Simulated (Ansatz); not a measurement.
# CdS: the cost of one run

Program: Ansatz 0.2.0. Level of theory: DFT PBE, scalar-relativistic, plane waves, PAW. These are calculated values, not measurements.

1 further run of the same task is left out (it didn't finish).

### Step 1. The starting structure

It takes space group P6_3mc (No. 186, hexagonal). The conventional cell has a = 4.197 Å, b = 4.197 Å, c = 6.828 Å, α = 90.00°, β = 90.00°, γ = 120.00°. Cd (site symmetry 3m) is surrounded by 4 S at 2.57 Å. S (site symmetry 3m) is surrounded by 4 Cd at 2.57 Å.

As a file:

```cif
data_structure
_symmetry_space_group_name_H-M 'P6_3mc'
_symmetry_Int_Tables_number 186
_cell_length_a 4.1967
_cell_length_b 4.1967
_cell_length_c 6.8280
_cell_angle_alpha 90.000
_cell_angle_beta 90.000
_cell_angle_gamma 120.000
_cell_volume 104.15
loop_
_atom_site_label
_atom_site_type_symbol
_atom_site_symmetry_multiplicity
_atom_site_Wyckoff_symbol
_atom_site_fract_x
_atom_site_fract_y
_atom_site_fract_z
_atom_site_occupancy
Cd1 Cd 2 b 0.33333 0.66667 0.67433 1
S1 S 2 b 0.66667 0.33333 0.79770 1
```

It is the end of an earlier relaxation with the same method, from a generated guess; it is a trial structure. At a tolerance of 0.02 Å it has space group P6_3mc (No. 186); it has 26.04 Å³/atom, an uncorrected energy of -0.66 eV/atom over the elements and, on its mesh, gap 1.11 eV.

### Step 2. Band edges anywhere in the zone

input.yaml

```yaml
crystal:
  lattice:
    - [3.6340600742, -2.0985050061, 0.0147225496]
    - [3.6340600742, 2.0985050061, 0.0147225496]
    - [-0.0303798005, 0.0, 6.8279347988]
  atoms:
    - { symbol: Cd, position: [0.2194734571, 0.2194734571, 0.6743263351] }
    - { symbol: Cd, position: [0.8862648885, 0.8862648885, 0.1743263671] }
    - { symbol: S, position: [0.8861677028, 0.8861677028, 0.7977005194] }
    - { symbol: S, position: [0.2196590633, 0.2196590633, 0.2976998085] }
basis:
  ecutwfc: 420
kpoints:
  mp_grid: { grid: [8, 8, 4] }
  band_path: { path: [VBM, CBM], npoints: 2 }
hamiltonian:
  xc: pbe
scf:
  occupations: { method: gaussian, width: 0.02 }
output:
  forces: false
  stress: false
  eigenvalues: true
checkpoint:
  read: start.run
  write: ck
  compress: false
  write_wavefunctions: false
  write_every: 100000
```

Launch:

```console
$ ansatz run input.yaml --threads 1 --pin off --max-ram 2560MiB --backend cpu --events-out ev --progress --plain --runs-dir out
```

What time and memory should one allow on 1 thread of Arm Neoverse V1, shared host?

About 42 s, with a peak of 0.42 GiB.
